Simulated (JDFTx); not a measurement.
Here is a JDFTx 1.7.0 (patched build) calculation.

Fe.in

```
lattice \
   -1.4430000000     1.4430000000     1.4430000000 \
    1.4430000000    -1.4430000000     1.4430000000 \
    1.4430000000     1.4430000000    -1.4430000000
latt-scale 1.889726124626 1.889726124626 1.889726124626
coords-type Lattice
ion Fe     0.0000000000     0.0000000000     0.0000000000 1

ion-species pseudo/Fe.upf
elec-cutoff 45
elec-ex-corr gga-PBE
kpoint-folding 10 10 10
elec-smearing Fermi 0.0018374661
elec-n-bands 14
electronic-SCF nIterations 100 energyDiffThreshold 1e-09
electronic-minimize nIterations 30 energyDiffThreshold 1e-7
forces-output-coords Cartesian
lattice-minimize nIterations 40 energyDiffThreshold 1e-6

dump-name run.$VAR
dump End Ecomponents EigStats BandEigs Kpoints Forces Stress
```

Potentials or basis: PseudoDojo-SR-PBE-0.5-standard with smoothed tails.

The run is started by

```bash
$ jdftx -c 1 -i Fe.in -o Fe.out
```

Task: Predict the space group after relaxing (to 0.05 Å).

Result: Im-3m (No. 229).

Task: What does it give for the relaxed volume?

Result: 10.48 Å³/atom.

Task: What does it give for the relaxed cell?

Result: a = 2.388 Å, b = 2.388 Å, c = 2.388 Å, α = 109.47°, β = 109.47°, γ = 109.47°.

Task: Estimate the band gap on the k mesh.

Result: None (metal or under the smearing width).

The path:
```
step  energy change (eV)  largest force (eV/Å)  pressure (GPa)  volume (Å³)
   1              0.0000                0.0000          -26.93        12.02
   2             -0.0642                0.0000          -21.57        11.60
   3             -0.1440                0.0000            4.62        10.31
   4             -0.1464                0.0000           -0.08        10.49
   5             -0.1464                0.0000           -0.01        10.48
   6             -0.1464                0.0000            0.00        10.48
```

Caveat: the plane waves are those of the starting cell, so after so large a change of volume the result is rough; the run has no spin polarisation, though such a crystal can be magnetic. Spin polarisation is off, so any magnetic state and its effect on volume and gap are missing.
